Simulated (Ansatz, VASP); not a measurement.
# Two plane-wave programs on PbO

Contents of INCAR:

```
SYSTEM = PbO
  ALGO = Fast
  EDIFF = 1E-6
  ENCUT = 520
  GGA = PS
  ISIF = 2
  ISMEAR = 0
  LASPH = .True.
  LCHARG = .False.
  LREAL = .False.
  LWAVE = .False.
  NBANDS = 17
  NELM = 60
  PREC = Accurate
  SIGMA = 0.05
```

File KPOINTS:

```
k-points
0
Gamma
  6 6 6
  0 0 0
```

File POSCAR:

```
PbO
1.0
    0.0000000000      2.7813271868      2.7813271868
    2.7813271868      0.0000000000      2.7813271868
    2.7813271868      2.7813271868      0.0000000000
Pb O
1 1
Direct
    0.0000000000      0.0000000000      0.0000000000
    0.2500000000      0.2500000000      0.2500000000
```

Input for Ansatz:

```yaml
crystal:
  lattice:
    - [0.0, 2.7813271868, 2.7813271868]
    - [2.7813271868, 0.0, 2.7813271868]
    - [2.7813271868, 2.7813271868, 0.0]
  atoms:
    - { symbol: Pb, position: [0.0, 0.0, 0.0] }
    - { symbol: O, position: [0.25, 0.25, 0.25] }
basis:
  ecutwfc: 420
kpoints:
  mp_grid: { grid: [6, 6, 6] }
hamiltonian:
  xc: pbesol
scf:
  occupations: { method: gaussian, width: 0.05 }
output:
  forces: true
  stress: true
  eigenvalues: true
```

Measurements of this composition are mostly on another form, of space group No. 129.

Alike in both runs: task single point; functional PBEsol; k mesh 6 × 6 × 6; occupations gaussian, width 0.05 eV; no spin polarisation.

|  | VASP | Ansatz |
| --- | --- | --- |
| version | VASP 6.6.1 | Ansatz 0.2.0 |
| potentials or method | VASP PAW PBE potentials, release 64 (Pb_d, O) | scalar-relativistic, plane waves, PAW |
| plane-wave cutoff (eV) | 520 | 420 |
| valence electrons in the cell | 20 | 20 |

```tsv
	VASP	Ansatz	Ansatz less VASP
gap on the k mesh at the Fermi level (eV)	0.34	0.34	0.000
least direct gap on the mesh (eV)	0.48	0.48	-0.001
pressure (GPa)	0.3	0.4	+0.04
```

With one functional, cell and mesh, what is left measures potentials, basis and numerics.

Caveats: the PAW data sets were made with another functional, which shifts forces and pressure a little (VASP); spin-orbit coupling is left out, which as a rule narrows the gap of such compounds by several tenths of an eV. A k mesh can miss the band edges. PBEsol gaps usually lie below the measured ones, often by a third to a half.
